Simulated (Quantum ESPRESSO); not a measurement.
## CuO (Tenorite) under changes of volume

One of the cells (10.135 Å³/atom); the others are scaled copies at fixed shape and fractional positions:

```
Cu O
1.0
     2.34185   -1.71130    0.00000
     2.34185    1.71130    0.00000
    -0.85003    0.00000    5.05787
Cu O
2 2
Direct
  0.50000 0.00000 0.50000
  0.00000 0.50000 0.00000
  0.41840 0.58160 0.75000
  0.58160 0.41840 0.25000
```

```yaml
Program: Quantum ESPRESSO 7.5
Functional: LDA
Potentials_or_basis: GBRV 1.5 LDA
Cutoff: 762 eV
Density_cutoff: 6095 eV
k_mesh: 10 × 10 × 5
Occupations: fermi-dirac, width 0.05 eV
Spin: no spin polarisation
```

| volume (Å³/atom) | energy over the lowest point (meV/atom) | pressure (GPa) |
| --- | --- | --- |
| 9.527 | ? | ? |
| 9.730 | 0.00 | -1.2 |
| 9.932 | 3.47 | -5.2 |
| 10.135 | 11.72 | -8.8 |
| 10.338 | 24.23 | -12.0 |
| 10.540 | 40.51 | -14.7 |
| 10.743 | 60.13 | -17.2 |

What does the run at 9.527 Å³/atom give?

Energy over the lowest point 1.91 meV/atom; pressure 3.4 GPa.

Worked out: A Birch-Murnaghan fit of order 3 (a polynomial in V^(-2/3)) to the other rows has its minimum at 9.70 Å³/atom, just outside them, with B0 = V·E''(V) = 208 GPa and B' = 4.7 at fixed shape and positions, which overstates the stiffness. It gives 1.94 meV/atom at 9.527 Å³/atom, against the run's 1.91, and -dE/dV = 3.8 GPa, against 3.4.

Energies are extrapolated to zero smearing.

Caveats: the run has no spin polarisation, though such a crystal can be magnetic.
